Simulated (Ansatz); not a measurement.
Clean, relaxed (111) surface of TaC, space group Fm-3m (No. 225) (top face towards +c; atoms held fixed, by place in the list: 1, 2, 3):

```yaml
crystal:
  lattice:
    - [3.13930, 0.00000, 0.00000]
    - [-1.56965, 2.71872, 0.00000]
    - [0.00000, 0.00000, 24.68969]
  atoms:
    - { symbol: C, position: [0.33333, 0.66667, 0.34427] }
    - { symbol: Ta, position: [0.66667, 0.33333, 0.39618] }
    - { symbol: C, position: [0.00000, 0.00000, 0.44809] }
    - { symbol: Ta, position: [0.33333, 0.66667, 0.50097] }
    - { symbol: C, position: [0.66667, 0.33333, 0.55034] }
    - { symbol: Ta, position: [0.00000, 0.00000, 0.60816] }
    - { symbol: C, position: [0.33333, 0.66667, 0.64856] }
```

Level of theory: DFT PBEsol, scalar-relativistic, plane waves, PAW in Ansatz. Cutoff 420 eV; k points 9×9×1 on the computed 7-atom cell (Γ-centred); Gaussian smearing, width 0.10 eV; no spin polarisation. A dipole correction removes the field between periodic images along c.

H (atom) is put at the top (C) at (0.33, 0.67) site, one adsorbate per 8.5 Å², and relaxed. E_ads counts from the clean slab and the free adsorbate (spin-polarised where it has unpaired electrons); negative means bound. Heights count from the highest slab atom after relaxation. Bonded neighbours lie within 1.25 times the sum of covalent radii (1.35 for H) and, on that scale, within 12 % of the closest. With the adsorbate the cell is lengthened along c to keep the vacuum.

Q: How strongly does it bind, and where does its anchoring atom end?

A: -3.78 eV; at (0.33, 0.67), 1 bonded neighbour (C).

Q: How high does its anchoring atom sit over the highest slab atom, and what is the shortest contact with the surface?

A: 1.10 Å; H–C 1.10 Å.

Q: The clean face has a work function of 7.19 eV. How does the adsorbate change it?

A: By -2.65 eV.

Each end is the local minimum or symmetric point that its start leads to. The slab is only 7.7 Å thick, so the energies aren't converged with thickness.

The adsorbed runs have no spin polarisation, so weakly bound open-shell ends lie too high.